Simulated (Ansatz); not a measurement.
```
CELL_PARAMETERS angstrom
0.00000 1.74709 1.74709
1.74709 0.00000 1.74709
1.74709 1.74709 0.00000
ATOMIC_POSITIONS crystal
C 0.00000 0.00000 0.00000
C 0.25000 0.25000 0.25000
```

PBE in Ansatz, hard PAW set made for 700 eV, wave cutoff 700 eV, 4×4×4 mesh, fixed fractional positions. The pressure is 33.5 GPa and the gap on the mesh 4.60 eV.

**Question.** The cell is scaled evenly to 1.128 times its volume. What pressure and gap follow, and what mean bulk modulus do the two pressures imply?

**Answer.** -20.4 GPa, gap 4.30 eV; B = −ΔP/Δln V ≈ 448 GPa over this range.

The cell is a model at fixed atoms and needn't be the relaxed known crystal. The mesh is coarse, so these values aren't converged.
